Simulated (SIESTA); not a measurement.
Runs of SIESTA 5.4.2 on CuAu. Symmetry: P4/mmm, No. 123, tetragonal system. The conventional cell has a = 2.811 Å, b = 2.811 Å, c = 3.685 Å, α = 90.00°, β = 90.00°, γ = 90.00°. Around Au (site symmetry 4/mmm) lie 8 Cu at 2.71 Å and 4 Au at 2.81 Å. Cu (site symmetry 4/mmm) is surrounded by 8 Au at 2.71 Å and 4 Cu at 2.81 Å. 

```csv
level,potentials or basis,gap on the mesh (eV),pressure (GPa)
PBE,"PseudoDojo 0.4 standard (PBE files), DZP (energy shift 0.003 Ry; two zetas on semicore shells)",none,5.0
WC,"PseudoDojo 0.4 standard (PBEsol files), DZP (energy shift 0.003 Ry; two zetas on semicore shells)",none,(b)
RPBE,"PseudoDojo 0.4 standard (PBE files), DZP (energy shift 0.003 Ry; two zetas on semicore shells)",none,9.7
PW91,"PseudoDojo 0.4 standard (PBE files), DZP (energy shift 0.003 Ry; two zetas on semicore shells)",none,5.0
revPBE,"PseudoDojo 0.4 standard (PBE files), DZP (energy shift 0.003 Ry; two zetas on semicore shells)",none,8.4
BLYP,"PseudoDojo 0.4 standard (PBE files), DZP (energy shift 0.003 Ry; two zetas on semicore shells)",none,(a)
AM05,"PseudoDojo 0.4 standard (PBEsol files), DZP (energy shift 0.003 Ry; two zetas on semicore shells)",none,-4.0
LDA,"PseudoDojo 0.4 standard (LDA files), DZP (energy shift 0.003 Ry; two zetas on semicore shells)",none,-8.9
```

Alike in all rows: task single point; no spin polarisation; cell as given; k mesh 9 × 9 × 7; smearing fermi-dirac 0.05 eV; grid cutoff 800 Ry; energy shift 0.003 Ry.

Question: Fill in the values left out.

Answer: (a) 13.9; (b) -2.5.

Caveats: short orbitals over semicore shells can move pressures by several GPa; the basis of atomic orbitals isn't converged, which shifts pressures, moduli and gaps; the potentials were made for another functional, which shifts forces and pressure (some runs).

A k mesh can miss the band edges, and the runs leave out spin-orbit coupling on Au.

A gap of «none» marks a metal or a gap under the smearing width.
